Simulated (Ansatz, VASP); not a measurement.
Two plane-wave programs on Te2Mo

```xyz
3
Lattice="3.5039 0.0000 0.0000 -1.7519 3.0345 0.0000 0.0000 0.0000 33.2699" Properties=species:S:1:pos:R:3 pbc="T T T"
Te    0.0000    2.0230   14.8180
Te    0.0000    2.0230   18.4519
Mo    1.7519    1.0115   16.6349
```

Alike in both runs: functional PBE; dispersion D3(BJ); k mesh 9 × 9 × 1; occupations gaussian, width 0.02 eV; no spin polarisation.

Ansatz relaxed the structure, and its values are those at the end. VASP's run is a single point on that final structure, the one shown.

```csv
,VASP,Ansatz
version,VASP 6.6.1,Ansatz 0.2.0
potentials or method,"VASP PAW PBE potentials, release 64 (Te, Mo_sv)","scalar-relativistic, plane waves, PAW"
plane-wave cutoff (eV),520,420
valence electrons in the cell,26,46
```

Ansatz gave:

* gap on the k mesh at the Fermi level (eV): 1.19
* least direct gap on the mesh (eV): 1.19
* rms of the force components (eV/Å): 0.000

Task: Estimate VASP's values.

Result: gap on the k mesh at the Fermi level (eV): 1.19; least direct gap on the mesh (eV): 1.19; rms of the force components (eV/Å): 0.006.

The two sets of potentials don't hold the same shells in valence. Ansatz warned: «relaxed_geometry_near_dispersion_switch».

Caveats: spin-orbit coupling is left out, which moves the levels of the heavy elements.
